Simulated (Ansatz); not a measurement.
Here is an Ansatz 0.2.0 calculation.

File input.yaml:

```yaml
crystal:
  lattice:
    - [3.5230547267, 0.0, 0.0]
    - [0.0, 3.5230547267, 0.0]
    - [0.0, 0.0, 3.5230547267]
  atoms:
    - { symbol: Ni, position: [0.5, 0.5, 0.0], spin: 1.0 }
    - { symbol: Ni, position: [0.5, 0.0, 0.5], spin: 1.0 }
    - { symbol: Ni, position: [0.0, 0.5, 0.5], spin: 1.0 }
    - { symbol: Al, position: [0.0, 0.0, 0.0] }
kpoints:
  mp_grid: { grid: [6, 6, 6] }
scf:
  occupations: { method: fermi_dirac, width: 0.05 }
hamiltonian:
  xc: rpbe
  dispersion: d3bj
  pseudopotentials: { kind: all_electron, lapw: { basis_error: 0.002 } }
magnetization:
  spin_polarized: true
output:
  forces: true
  stress: true
relax:
  f_tol: 0.02
  max_steps: 60
  cell: {}
```

Potentials or basis: all-electron LAPW, scalar-relativistic.

Run with:

```console
$ ansatz run input.yaml --threads 4 --pin off --max-ram 12288MiB --backend cpu --events-out ev --progress --plain --runs-dir out
```

Question: Estimate the relaxed cell.

Answer: a = 3.404 Å, b = 3.404 Å, c = 3.404 Å, α = 90.00°, β = 90.00°, γ = 90.00°.

Question: What does it give for the net moment?

Answer: 0.65 μB per cell.

Final structure:
```
Ni Al
1.0
     3.40399    0.00000    0.00000
     0.00000    3.40399    0.00000
     0.00000    0.00000    3.40399
Ni Al
3 1
Direct
  0.50000 0.50000 0.00000
  0.50000 0.00000 0.50000
  0.00000 0.50000 0.50000
  0.00000 0.00000 0.00000
```
